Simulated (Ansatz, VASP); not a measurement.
## TiB2: VASP beside Ansatz

```
CELL_PARAMETERS angstrom
2.99369 0.00000 0.00000
-1.49684 2.59261 0.00000
0.00000 0.00000 3.16017
ATOMIC_POSITIONS crystal
Ti 0.00000 0.00000 0.00000
B 0.33333 0.66667 0.50000
B 0.66667 0.33333 0.50000
```

Alike in both runs: functional LDA; k mesh 18 × 18 × 14; occupations gaussian, width 0.1 eV; no spin polarisation.

Ansatz relaxed the structure, and its values are those at the end. VASP's run is a single point on that final structure, the one shown.

```csv
,VASP,Ansatz
version,VASP 6.6.1,Ansatz 0.2.0
potentials or method,"VASP PAW LDA potentials, release 64 (Ti_sv, B)","scalar-relativistic, plane waves, PAW"
plane-wave cutoff (eV),520,420
valence electrons in the cell,18,18
```

```tsv
	VASP	Ansatz	Ansatz less VASP
gap on the k mesh at the Fermi level (eV)	none	none	-
pressure (GPa)	0.6	0.0	-0.63
```

A gap of «none» marks a metal or a gap that the smearing closes.
